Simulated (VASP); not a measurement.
Calculation: PBE GGA, VASP's PBE PAW potentials (set 64) (plane waves; VASP).

The input files of a VASP run:

File KPOINTS:
```
kpoints
0
G
  3 3 3
0 0 0
```

**INCAR**
```
LASPH  =  .True.
LMAXMIX  =  4   # l cut-off of mixed one-centre charges
SIGMA  =  0.01   # width (eV)
NELM  =  100
EDIFF  =  1E-6
PREC  =  Accurate
ENCUT  =  300
LREAL  =  .False.
ALGO  =  Normal
ISMEAR  =  0   # Gaussian
ISIF  =  2   # forces and stress, cell fixed
LWAVE  =  .False.
LCHARG  =  .False.
SYSTEM  =  CsPbI3
GGA  =  PE   # PBE
```

POSCAR:
```
CsPbI3
1
    6.3422840000     0.0000000000     0.0000000000
    0.0000000000     6.3422840000     0.0000000000
    0.0000000000     0.0000000000     6.3422840000
Cs Pb I
1 1 3
Direct
  0.5000000000   0.5000000000   0.5000000000
  0.0000000000   0.0000000000   0.0000000000
  0.0000000000   0.0000000000   0.5000000000
  0.5000000000   0.0000000000   0.0000000000
  0.0000000000   0.5000000000   0.0000000000
```

POTCAR, in this order: Cs_sv Pb_d I (PBE.64 set). Program: vasp_std.

The resulting files:

### OSZICAR
```
       N       E                     dE             d eps       ncg     rms          rms(c)
DAV:   1     0.295699650431E+03    0.29570E+03   -0.13218E+04   224   0.913E+02
DAV:   2     0.141793982505E+02   -0.28152E+03   -0.27384E+03   284   0.266E+02
DAV:   3    -0.136877382946E+02   -0.27867E+02   -0.27822E+02   256   0.925E+01
DAV:   4    -0.145194925369E+02   -0.83175E+00   -0.83146E+00   302   0.212E+01
DAV:   5    -0.145332223782E+02   -0.13730E-01   -0.13729E-01   270   0.196E+00    0.351E+00
DAV:   6    -0.142161259592E+02    0.31710E+00   -0.57242E-01   268   0.466E+00    0.232E+00
DAV:   7    -0.141822285831E+02    0.33897E-01   -0.37907E-01   268   0.289E+00    0.113E+00
DAV:   8    -0.141888314663E+02   -0.66029E-02   -0.55695E-02   224   0.191E+00    0.234E-01
DAV:   9    -0.141874590888E+02    0.13724E-02   -0.80758E-03   264   0.775E-01    0.109E-01
DAV:  10    -0.141877204374E+02   -0.26135E-03   -0.96690E-04   240   0.170E-01    0.432E-02
DAV:  11    -0.141877634001E+02   -0.42963E-04   -0.23006E-04   250   0.101E-01    0.225E-02
DAV:  12    -0.141877660625E+02   -0.26624E-05   -0.20204E-05   296   0.341E-02    0.189E-02
DAV:  13    -0.141877648452E+02    0.12174E-05   -0.55640E-06   204   0.169E-02    0.572E-03
DAV:  14    -0.141877651136E+02   -0.26844E-06   -0.17578E-06   176   0.779E-03
   1 F= -.14187765E+02 E0= -.14187765E+02  d E =-.313516E-17
```

File OUTCAR:
```
------------------------ aborting loop because EDIFF is reached ----------------------------------------
  FORCE on cell =-STRESS in cart. coord.  units (eV):
  Direction    XX          YY          ZZ          XY          YZ          ZX
  --------------------------------------------------------------------------------------
  Total        0.0728633      0.0728633      0.0728633      0.0000000      0.0000000      0.0000000
  in kB        0.4575961      0.4575961      0.4575961      0.0000000      0.0000000      0.0000000
  external PRESSURE =       0.4575961 kB  Pullay stress =       0.0000000 kB
  volume of cell :      255.12
      direct lattice vectors                 reciprocal lattice vectors
     6.342284000  0.000000000  0.000000000     0.157671905  0.000000000  0.000000000
     0.000000000  6.342284000  0.000000000     0.000000000  0.157671905  0.000000000
     0.000000000  0.000000000  6.342284000     0.000000000  0.000000000  0.157671905
 POSITION                                       TOTAL-FORCE (eV/Angst)
 -----------------------------------------------------------------------------------
      3.17114      3.17114      3.17114         0.000000      0.000000      0.000000
      0.00000      0.00000      0.00000         0.000000      0.000000      0.000000
      0.00000      0.00000      3.17114         0.000000      0.000000      0.000000
      3.17114      0.00000      0.00000         0.000000      0.000000      0.000000
      0.00000      3.17114      0.00000         0.000000      0.000000      0.000000
 -----------------------------------------------------------------------------------
    total drift:                               -0.000000      0.000000     -0.000000
  FREE ENERGIE OF THE ION-ELECTRON SYSTEM (eV)
  ---------------------------------------------------
  free  energy   TOTEN  =       -14.1877651136 eV

  energy  without entropy=      -14.1877651136  energy(sigma->0) =      -14.18776511
```
(Selected blocks of OUTCAR.)

**OUTCAR**
```
 val. band max:        0.5841179212   @ k =   0.3333   0.3333   0.3333

 cond. band min:       4.1206119281   @ k =   0.3333   0.3333   0.3333


 Fermi energy:         0.6423501470

 k-point     1 :       0.0000    0.0000    0.0000
  band No.  band energies     occupation
      1     -19.9165      2.00000
      2     -15.0819      2.00000
      3     -15.0819      2.00000
      4     -15.0218      2.00000
      5     -15.0218      2.00000
      6     -15.0218      2.00000
      7     -10.7138      2.00000
      8      -9.9553      2.00000
      9      -9.9553      2.00000
     10      -6.6986      2.00000
     11      -6.6986      2.00000
     12      -6.6986      2.00000
     13      -5.3018      2.00000
     14      -1.9888      2.00000
     15      -1.9888      2.00000
     16      -1.9888      2.00000
     17       0.1997      2.00000
     18       0.1997      2.00000
     19       0.1997      2.00000
     20       0.3240      2.00000
     21       0.3240      2.00000
     22       0.3240      2.00000
     23       4.5967      0.00000
     24       5.6463      0.00000
     25       5.6463      0.00000
     26       6.0820      0.00000

 k-point     2 :       0.3333    0.0000    0.0000
  band No.  band energies     occupation
      1     -19.9164      2.00000
      2     -15.0820      2.00000
      3     -15.0734      2.00000
      4     -15.0224      2.00000
      5     -15.0224      2.00000
      6     -15.0220      2.00000
      7     -10.5823      2.00000
      8     -10.1149      2.00000
      9      -9.9536      2.00000
     10      -6.6953      2.00000
     11      -6.6953      2.00000
     12      -6.6907      2.00000
     13      -5.7427      2.00000
     14      -1.9097      2.00000
     15      -1.9097      2.00000
     16      -0.7813      2.00000
     17       0.0601      2.00000
     18       0.0601      2.00000
     19       0.0962      2.00000
     20       0.2447      2.00000
     21       0.2447      2.00000
     22       0.3471      2.00000
...
```

At this cut-off the stress carries a Pulay error, which pulls relaxed volumes low. Unless said otherwise, spin-orbit coupling is left out, though it shifts the bands of the heavy elements here.

The structure comes from a computed database's CsPbI3 entry; how it stands against other phases isn't given here. The cell was not relaxed at this level. The run is one of a series of settings (AEXX removed, HFSCREEN removed, ISYM removed, LHFCALC removed, PRECFOCK removed against the base run), some of them coarse on purpose.
